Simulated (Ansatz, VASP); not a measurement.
# TiNi: VASP beside Ansatz

```xyz
2
Lattice="2.9881 0.0000 0.0000 0.0000 2.9881 0.0000 0.0000 0.0000 2.9881" Properties=species:S:1:pos:R:3 pbc="T T T"
Ti    1.4940    1.4940    1.4940
Ni    0.0000    0.0000    0.0000
```

Alike in both runs: task single point; functional PBEsol; k mesh 14 × 14 × 14; occupations gaussian, width 0.1 eV; no spin polarisation.

|  | VASP | Ansatz |
| --- | --- | --- |
| version | VASP 6.6.1 | Ansatz 0.2.0 |
| potentials or method | VASP PAW PBE potentials, release 64 (Ti_sv, Ni) | scalar-relativistic, plane waves, PAW |
| plane-wave cutoff (eV) | 520 | 420 |
| valence electrons in the cell | 22 | 30 |

Ansatz gave:

| Property | Result |
| --- | --- |
| gap on the k mesh at the Fermi level (eV) | none |
| pressure (GPa) | -3.0 |

Which values does VASP return?

gap on the k mesh at the Fermi level (eV): none; pressure (GPa): -3.1.

A gap of «none» marks a metal or a gap that the smearing closes. The functional is the same, so the differences come from potentials, cutoffs and numerics. The two sets of potentials don't hold the same shells in valence.

Caveats: the PAW data sets were made with another functional, which shifts forces and pressure a little (VASP). Spin polarisation is off, so any magnetic state and its effect on volume and gap are missing.
